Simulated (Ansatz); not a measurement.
**A strain series on NaCl (Fm-3m): isotropic on every length**

A 2-atom cell of NaCl started from a crystallographic database, relaxed with r2SCAN in the plane-wave code Ansatz, then strained (isotropic on every length; changes of length per length, axes as in the cell below) with the atoms relaxed again within the symmetry that is left. Space group Fm-3m (No. 225), cubic; a = 5.605 Å in the conventional setting, 22.02 Å³ an atom. Na is surrounded by 6 Cl at 2.80 Å; Cl is surrounded by 6 Na at 2.80 Å. Calculated for a static, non-magnetic cell.

```
CELL_PARAMETERS angstrom
0.00000 2.80273 2.80273
2.80273 0.00000 2.80273
2.80273 2.80273 0.00000
ATOMIC_POSITIONS crystal
Na 0.00000 0.00000 0.00000
Cl 0.50000 0.50000 0.50000
```

Gaps are the least over each mesh (PBE 8×8×8, r2SCAN 8×8×8, HSE06 6×6×6 when unstrained) and the special points, which keep their unstrained names; stress is the change from the unstrained cell, compression positive.

```
strain (%)  gap, PBE (eV)  gap, r2SCAN (eV)  gap, HSE06 (eV)  edges, HSE06  mean stress, r2SCAN (GPa)  energy rise, r2SCAN (meV/atom)
     -5.83          5.995             6.853            7.431             Γ                      +7.62                            73.5
       0.0          5.179             5.975            6.559             Γ                       0.00                             0.0
     +2.69          4.881             5.656            6.237             Γ                      -1.83                            10.8
     +3.28          4.821             5.592            6.172             Γ                      -2.13                            15.8
     +5.79          4.583             5.339            5.914             Γ                      -3.14                            45.7
```

Between zero and the nearest strains the slope of the HSE06 gap against strain is -0.150 eV per percent for negative and -0.120 for positive strain.

The meshes of the hybrids are coarse, so their gaps aren't converged to the digits shown.
